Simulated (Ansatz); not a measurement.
Input of an Ansatz 0.2.0 run:

The input input.yaml:

```yaml
crystal:
  lattice:
    - [3.091546, 0.0, 0.0]
    - [0.0, 3.091546, 0.0]
    - [0.0, 0.0, 3.091546]
  atoms:
    - { symbol: Pt, position: [0.5, 0.5, 0.5] }
    - { symbol: Al, position: [0.0, 0.0, 0.0] }
hamiltonian:
  xc: r2scan
  pseudopotentials: { kind: paw }
kpoints:
  mp_grid: { grid: [9, 9, 9] }
scf:
  occupations: { method: fermi_dirac, width: 0.05 }
output:
  forces: true
  stress: true
  eigenvalues: true
relax:
  f_tol: 0.01
  max_steps: 40
  cell: { stress_tol: 0.05, p_target: 30.0 }
```

Potentials or basis: Ansatz PAW.

Run with:

```bash
$ ansatz run input.yaml --threads 2 --pin off --max-ram 5632MiB --backend cpu --events-out ev --progress --plain --runs-dir out
```

(1) Estimate the relaxed volume.

(2) Predict the space group after relaxing (to 0.05 Å).

(3) Estimate the relaxed cell.

(4) Predict the band gap on the k mesh.

## Answers

(1) 12.87 Å³/atom.

(2) Pm-3m (No. 221).

(3) a = 2.953 Å, b = 2.953 Å, c = 2.953 Å, α = 90.00°, β = 90.00°, γ = 90.00°.

(4) none (metal or under the smearing width).

Caveat: the PAW data sets come from PBE, with cores solved anew for the run's functional, which leaves a small shift of forces and pressure.
